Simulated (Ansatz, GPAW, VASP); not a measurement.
Ba: programs and potentials compared

```
Ba
1.0
    -2.50650    2.50650    2.50650
     2.50650   -2.50650    2.50650
     2.50650    2.50650   -2.50650
Ba
1
Direct
  0.00000 0.00000 0.00000
```

Alike in all runs: task single point; functional PBE; k mesh 8 × 8 × 8; occupations gaussian, width 0.1 eV; no spin polarisation; no spin-orbit coupling. Pressure is positive in compression and, in plane waves, holds the error of the finite cutoff.

| program and potentials | plane-wave cutoff (eV) | notes | band gap (eV) | pressure (GPa) |
| --- | --- | --- | --- | --- |
| GPAW, GPAW PAW data sets (gpaw-data 1.2.1) | 600 | - | no gap | 0.03 |
| Ansatz, all-electron LAPW, scalar-relativistic | - | - | no gap | -0.01 |
| VASP, PBE PAW files Ba_sv, 520 eV | 520 | - | no gap | 0.03 |

None finds a gap. The pressure spans -0.01 (Ansatz, all-electron LAPW, scalar-relativistic) to 0.03 GPa (VASP, PBE PAW files Ba_sv, 520 eV), with all-electron results at -0.01.

Differences between rows come from potentials, basis sets and numerical settings, since the functional is the same but for its coding. Runs on potential files found faulty are left out.
